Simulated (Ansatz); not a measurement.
**SnO2: a stretch of c alone**

How does SnO2 answer a stretch of c alone between -6 and +6 %? At each strain the rest of the cell is held and the atoms relax, within the symmetry that is left.

Method: DFT r2SCAN, scalar-relativistic, plane waves, PAW, in Ansatz 0.2.0.

3 further runs of the same task are left out: 3 set aside as unsound or not needed.

## Step 1: Starting point

It takes space group P4_2/mnm (No. 136, tetragonal). The conventional cell has a = 4.760 Å, b = 4.760 Å, c = 3.201 Å, α = 90.00°, β = 90.00°, γ = 90.00°. Around Sn (site symmetry mmm) lie 6 O at 2.06 to 2.07 Å. Around O (site symmetry m2m) lie 3 Sn at 2.06 to 2.07 Å.

Structure file:

```cif
data_structure
_symmetry_space_group_name_H-M 'P 1'
_symmetry_Int_Tables_number 1
_cell_length_a 4.7599
_cell_length_b 4.7599
_cell_length_c 3.2007
_cell_angle_alpha 90.000
_cell_angle_beta 90.000
_cell_angle_gamma 90.000
_cell_volume 72.52
loop_
_atom_site_label
_atom_site_type_symbol
_atom_site_fract_x
_atom_site_fract_y
_atom_site_fract_z
_atom_site_occupancy
Sn1 Sn 0.50000 0.50000 0.50000 1
Sn2 Sn 0.00000 0.00000 0.00000 1
O1 O 0.30591 0.30591 0.00000 1
O2 O 0.80591 0.19409 0.50000 1
O3 O 0.19409 0.80591 0.50000 1
O4 O 0.69409 0.69409 0.00000 1
```

It goes back to an entry of the Materials Project, which need not be the stable form.

This cell was relaxed beforehand with the same method: volume 12.09 Å³/atom, gap on the mesh 1.77 eV.

The unstrained cell was computed beforehand with the same settings: E(σ→0) = -14352.4280 eV for 6 atoms, gap 1.77 eV over the zone.

## Step 2: The cell strained by -2.0 %

input.yaml

```yaml
crystal:
  lattice:
    - [4.7599378643, 0.0, 0.0]
    - [0.0, 4.7599378643, 0.0]
    - [0.0, 0.0, 3.1366965436]
  atoms:
    - { symbol: Sn, position: [0.5, 0.5, 0.5] }
    - { symbol: Sn, position: [0.0, 0.0, 0.0] }
    - { symbol: O, position: [0.3059102917, 0.3059102917, 0.0] }
    - { symbol: O, position: [0.8059102917, 0.1940897083, 0.5] }
    - { symbol: O, position: [0.1940897083, 0.8059102917, 0.5] }
    - { symbol: O, position: [0.6940897083, 0.6940897083, 0.0] }
basis:
  ecutwfc: 500
kpoints:
  mp_grid: { grid: [6, 6, 8] }
hamiltonian:
  xc: r2scan
scf:
  occupations: { method: gaussian, width: 0.02 }
output:
  forces: true
  stress: true
  eigenvalues: true
relax:
  adjacent_minimum: "off"
  f_tol: 0.008
  max_steps: 40
```

On the command line:

```bash
> ansatz run input.yaml --threads 1 --pin off --max-ram 2560MiB --backend cpu --events-out ev --progress --plain --runs-dir out
```

The session goes on with these runs: seeking the band edges at -2.0 %; At +2.0 %; band edges over the zone at +2.0 %; At -4.0 %; the gap over the whole zone at -4.0 %; At +4.0 %; band edges over the zone at +4.0 %; At -6.0 %; seeking the band edges at -6.0 %; the cell strained by +6.0 %; seeking the band edges at +6.0 %.

What does the calculation give? Wanted: (1/V) d²E/dε² at zero strain, cubic fit; gap shift, negative and positive side.

**Answer**, as computed:

```
                               quantity                    value
                    largest energy cost  67.3 meV/atom at -6.0 %
(1/V) d²E/dε² at zero strain, cubic fit                  439 GPa
  gap shift, negative and positive side     -143, -143 meV per %
```

From the curvature follows the elastic constant along c at held a and b: 439 GPa. Compression by 6 % costs 67.3 meV/atom and stretching 51.9. The gap runs from 2.60 eV at -6.0 % through 1.77 to 0.93 eV at +6.0 %.

Spin-orbit coupling is left out, though the cell holds Sn; it can move the gap.
